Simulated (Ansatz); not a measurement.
# Re in Ansatz: the effect of functional

Crystal: Re.

```
Re
1.0
     2.74227    0.00000    0.00000
    -1.37114    2.37488    0.00000
     0.00000    0.00000    4.42828
Re
2
Direct
  0.66667 0.33333 0.75000
  0.33333 0.66667 0.25000
```

The cell isn't the ideal one: volume scaled by 0.98.

Alike in all runs:

| Quantity | Value |
| --- | --- |
| Program | Ansatz 0.2.0 |
| Task | single point |
| Potentials or basis | Ansatz PAW |
| k mesh | 11 × 11 × 6 |
| Occupations | fermi-dirac, width 0.05 eV |
| Spin | no spin polarisation |

```csv
functional,cutoff,pressure (GPa)
LDA,420 eV (not typed: the program's choice for these potentials),-2.5
r2SCAN,500 eV (not typed: the program's choice for these potentials),?
PBE,420 eV (not typed: the program's choice for these potentials),14.2
```

Problem. What does the run with functional r2SCAN give?

Solution. Pressure 7.7 GPa.

Caveats: the PAW data sets come from PBE, with cores solved anew for the run's functional, which leaves a small shift of forces and pressure (some runs).
